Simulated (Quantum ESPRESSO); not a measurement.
**Nb in Quantum ESPRESSO: the effect of target pressure**

Nb:

```xyz
1
Lattice="-1.6640 1.6640 1.6640 1.6640 -1.6640 1.6640 1.6640 1.6640 -1.6640" Properties=species:S:1:pos:R:3 pbc="T T T"
Nb    0.0000    0.0000    0.0000
```

Alike in all runs:

| Property | Result |
| --- | --- |
| Program | Quantum ESPRESSO 7.5 |
| Task | relaxation of cell and atoms |
| Functional | PBEsol |
| Potentials or basis | SSSP 1.3 efficiency PBE |
| Cutoff | 857 eV |
| Density cutoff | 6884 eV |
| k mesh | 11 × 11 × 11 |
| Occupations | fermi-dirac, width 0.05 eV |
| Spin | no spin polarisation |

Each run relaxes the cell or the atoms first.

```csv
target pressure,relaxed volume (Å³/atom)
0 GPa,17.60
2 GPa,17.41
5 GPa,17.14
10 GPa,16.72
20 GPa,?
30 GPa,15.37
```

**Question.** What does the run with target pressure 20 GPa give?

**Answer.** Relaxed volume 16.00 Å³/atom.

Worked out: In Murnaghan's law V^(-B') rises as a straight line in P. The other rows fit best with B' = 2.9, V0 = 17.60 Å³/atom and B0 = 181 GPa, which gives 15.99 Å³/atom at 20 GPa, against the run's 16.00.

Caveats: the potentials were made for another functional, which shifts forces and pressure; the volume moved by over 15 % at a fixed basis, so the end points are rough (some runs).
